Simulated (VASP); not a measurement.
**SnO2 (Cassiterite): single point with PBE**

The system is SnO2 (Cassiterite).

```
CELL_PARAMETERS angstrom
4.73800 0.00000 0.00000
0.00000 4.73800 0.00000
0.00000 0.00000 3.18650
ATOMIC_POSITIONS crystal
Sn 0.50000 0.50000 0.50000
Sn 0.00000 0.00000 0.00000
O 0.80710 0.19290 0.50000
O 0.69290 0.69290 0.00000
O 0.19290 0.80710 0.50000
O 0.30710 0.30710 0.00000
```

```
Program             : VASP 6.6.1
Task                : single point
Functional          : PBE
Potentials or basis : VASP PAW PBE potentials, release 64 (Sn_d, O)
Cutoff              : 520 eV
k mesh              : 6 × 6 × 8
Occupations         : gaussian, width 0.013 eV
Spin                : no spin polarisation
```

```yaml
Pressure: 11.8 GPa
Largest_force: 0.294 eV/Å
Band_gap_on_the_k_mesh: 1.27 eV, direct
```

Forces in eV/Å, atoms in the order of the input:
```
Sn   0.000  0.000  0.000
Sn   0.000  0.000  0.000
O   -0.208  0.208  0.000
O    0.208  0.208  0.000
O    0.208 -0.208  0.000
O   -0.208 -0.208  0.000
```

Stress tensor (GPa, compression positive):
```
10.70  0.00  0.00
 0.00 10.70  0.00
 0.00  0.00 14.00
```

Levels at points of the mesh, in eV from the valence-band top:
```
           k point  band 22  band 23  band 24  band 25  band 26  band 27  band 28  band 29  band 30  band 31
(0.00, 0.00, 0.00)    -1.23    -1.23    -0.78    -0.78     0.00     1.27     6.15     6.35     6.35    10.49
(0.50, 0.00, 0.00)    -1.95    -1.19    -1.19    -0.64    -0.64     4.44     4.44     7.09     7.09    10.97
(0.50, 0.50, 0.00)    -1.96    -1.31    -1.31    -0.90    -0.90     4.84     4.84     7.53     7.53    11.01
(0.00, 0.00, 0.50)    -2.59    -1.66    -1.66    -1.26    -1.26     6.23     6.23     9.78     9.78    10.71
(0.50, 0.00, 0.50)    -1.73    -1.10    -1.10    -0.69    -0.69     6.51     6.51     8.07     8.07    11.06
(0.50, 0.50, 0.50)    -2.43    -0.97    -0.97    -0.84    -0.84     4.92     4.92     8.88     8.88    11.05
```

Run time: 44 s on 1 thread of Intel(R) Xeon(R) 6975P-C (Granite Rapids), with other jobs on the host, peak memory 0.23 GiB.

Caveat: spin-orbit coupling is left out, which moves the levels of the heavy elements. PBE gaps usually lie below the measured ones, often by a third to a half.
